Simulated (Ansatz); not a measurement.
Input, command and steps of an Ansatz relaxation.

```yaml
crystal:
  lattice:
    - [2.6234813799, -2.5669048168, 0.0]
    - [2.6234813799, 2.5669048168, 0.0]
    - [0.0, 0.0, 4.141818]
  atoms:
    - { symbol: H, position: [0.95329563, 0.04670437, 0.06850889] }
    - { symbol: H, position: [0.45329563, 0.54670437, 0.43149111] }
    - { symbol: H, position: [0.54670437, 0.45329563, 0.56850889] }
    - { symbol: H, position: [0.04670437, 0.95329563, 0.93149111] }
basis:
  ecutwfc: 420
kpoints:
  mp_grid: { grid: [6, 6, 6] }
hamiltonian:
  xc: pbe
scf:
  occupations: { method: gaussian, width: 0.02 }
output:
  forces: true
  stress: true
  eigenvalues: true
  write_density: true
  write_potential: true
  elf: true
  volumetric_format: npy
relax:
  adjacent_minimum: "off"
  f_tol: 0.005
  max_steps: 80
  cell: { stress_tol: 0.05 }
```

```bash
ansatz run input.yaml --threads 2 --pin off --max-ram 5120MiB --backend cpu --events-out ev --progress --plain --runs-dir out
```

These are results of Ansatz 0.2.0, DFT PBE, scalar-relativistic, plane waves, PAW, not measurements.

Of 14 frames 10 are shown, positions in Å and forces in eV/Å; the SCF threshold varies from step to step. Steps run on the plane waves of an earlier cell, with a Pulay correction in the pressure. The basis is chosen afresh for the last frame, the zero of the energies, and at times for earlier ones too; energy and pressure step there, also at an unchanged geometry.

```xyz
4
Lattice="2.6235 -2.5669 0.0000 2.6235 2.5669 0.0000 0.0000 0.0000 4.1418" Properties=species:S:1:pos:R:3:forces:R:3 pbc="T T T" step=1 free_energy_over_end_meV_per_atom=1.18 pressure_GPa=0.49
H     2.6235   -2.3271    0.2838    0.0000    0.1743    0.2068
H     2.6235    0.2398    1.7872    0.0000    0.1743   -0.2068
H     2.6235   -0.2398    2.3547    0.0000   -0.1743    0.2068
H     2.6235    2.3271    3.8581    0.0000   -0.1743   -0.2068
4
Lattice="2.6306 -2.5714 0.0000 2.6306 2.5714 0.0000 0.0000 0.0000 4.1549" Properties=species:S:1:pos:R:3:forces:R:3 pbc="T T T" step=2 free_energy_over_end_meV_per_atom=0.71 pressure_GPa=0.12
H     2.6306   -2.3295    0.2867    0.0000    0.0108    0.0132
H     2.6306    0.2419    1.7908    0.0000    0.0108   -0.0132
H     2.6306   -0.2419    2.3641    0.0000   -0.0108    0.0132
H     2.6306    2.3295    3.8682    0.0000   -0.0108   -0.0132
4
Lattice="2.6662 -2.5915 0.0000 2.6662 2.5915 0.0000 0.0000 0.0000 4.2196" Properties=species:S:1:pos:R:3:forces:R:3 pbc="T T T" step=4 free_energy_over_end_meV_per_atom=1.03 pressure_GPa=-0.04
H     2.6662   -2.3500    0.2882    0.0000   -0.0296   -0.0351
H     2.6662    0.2415    1.8216    0.0000   -0.0296    0.0351
H     2.6662   -0.2415    2.3980    0.0000    0.0296   -0.0351
H     2.6662    2.3500    3.9314    0.0000    0.0296    0.0351
4
Lattice="2.6641 -2.5772 0.0000 2.6641 2.5772 0.0000 0.0000 0.0000 4.2768" Properties=species:S:1:pos:R:3:forces:R:3 pbc="T T T" step=5 free_energy_over_end_meV_per_atom=1.08 pressure_GPa=0.00
H     2.6641   -2.3413    0.2922    0.0000   -0.0048   -0.0067
H     2.6641    0.2359    1.8462    0.0000   -0.0048    0.0067
H     2.6641   -0.2359    2.4305    0.0000    0.0048   -0.0067
H     2.6641    2.3413    3.9846    0.0000    0.0048    0.0067
4
Lattice="2.6790 -2.5757 0.0000 2.6790 2.5757 0.0000 0.0000 0.0000 4.2934" Properties=species:S:1:pos:R:3:forces:R:3 pbc="T T T" step=7 free_energy_over_end_meV_per_atom=1.20 pressure_GPa=0.00
H     2.6790   -2.3370    0.2897    0.0000    0.0026    0.0027
H     2.6790    0.2387    1.8570    0.0000    0.0026   -0.0027
H     2.6790   -0.2387    2.4363    0.0000   -0.0026    0.0027
H     2.6790    2.3370    4.0037    0.0000   -0.0026   -0.0027
4
Lattice="2.6790 -2.5757 0.0000 2.6790 2.5757 0.0000 0.0000 0.0000 4.2934" Properties=species:S:1:pos:R:3:forces:R:3 pbc="T T T" step=8 free_energy_over_end_meV_per_atom=0.19 pressure_GPa=0.05
H     2.6790   -2.3370    0.2897    0.0000    0.0026    0.0027
H     2.6790    0.2387    1.8570    0.0000    0.0026   -0.0027
H     2.6790   -0.2387    2.4363    0.0000   -0.0026    0.0027
H     2.6790    2.3370    4.0037    0.0000   -0.0026   -0.0027
4
Lattice="2.7207 -2.5750 0.0000 2.7207 2.5750 0.0000 0.0000 0.0000 4.4070" Properties=species:S:1:pos:R:3:forces:R:3 pbc="T T T" step=10 free_energy_over_end_meV_per_atom=0.68 pressure_GPa=0.02
H     2.7207   -2.3338    0.2875    0.0000    0.0093    0.0105
H     2.7207    0.2411    1.9160    0.0000    0.0093   -0.0105
H     2.7207   -0.2411    2.4910    0.0000   -0.0093    0.0105
H     2.7207    2.3338    4.1195    0.0000   -0.0093   -0.0105
4
Lattice="2.7191 -2.5740 0.0000 2.7191 2.5740 0.0000 0.0000 0.0000 4.4101" Properties=species:S:1:pos:R:3:forces:R:3 pbc="T T T" step=11 free_energy_over_end_meV_per_atom=0.67 pressure_GPa=0.01
H     2.7191   -2.3327    0.2875    0.0000    0.0040    0.0041
H     2.7191    0.2413    1.9175    0.0000    0.0040   -0.0041
H     2.7191   -0.2413    2.4925    0.0000   -0.0040    0.0041
H     2.7191    2.3327    4.1226    0.0000   -0.0040   -0.0041
4
Lattice="2.7158 -2.5649 0.0000 2.7158 2.5649 0.0000 0.0000 0.0000 4.4248" Properties=species:S:1:pos:R:3:forces:R:3 pbc="T T T" step=13 free_energy_over_end_meV_per_atom=0.65 pressure_GPa=-0.01
H     2.7158   -2.3189    0.2837    0.0000   -0.0035   -0.0042
H     2.7158    0.2460    1.9287    0.0000   -0.0035    0.0042
H     2.7158   -0.2460    2.4961    0.0000    0.0035   -0.0042
H     2.7158    2.3189    4.1411    0.0000    0.0035    0.0042
4
Lattice="2.7158 -2.5649 0.0000 2.7158 2.5649 0.0000 0.0000 0.0000 4.4248" Properties=species:S:1:pos:R:3:forces:R:3 pbc="T T T" step=14 free_energy_over_end_meV_per_atom=0.00 pressure_GPa=0.01
H     2.7158   -2.3189    0.2837    0.0000   -0.0034   -0.0041
H     2.7158    0.2460    1.9287    0.0000   -0.0034    0.0041
H     2.7158   -0.2460    2.4961    0.0000    0.0034   -0.0041
H     2.7158    2.3189    4.1411    0.0000    0.0034    0.0041
```

It took 9.8 s on 2 threads of Arm Neoverse V1, on a shared host, peak memory 0.29 GiB.

The cell holds molecules, and where no dispersion correction was added their binding is poorly described.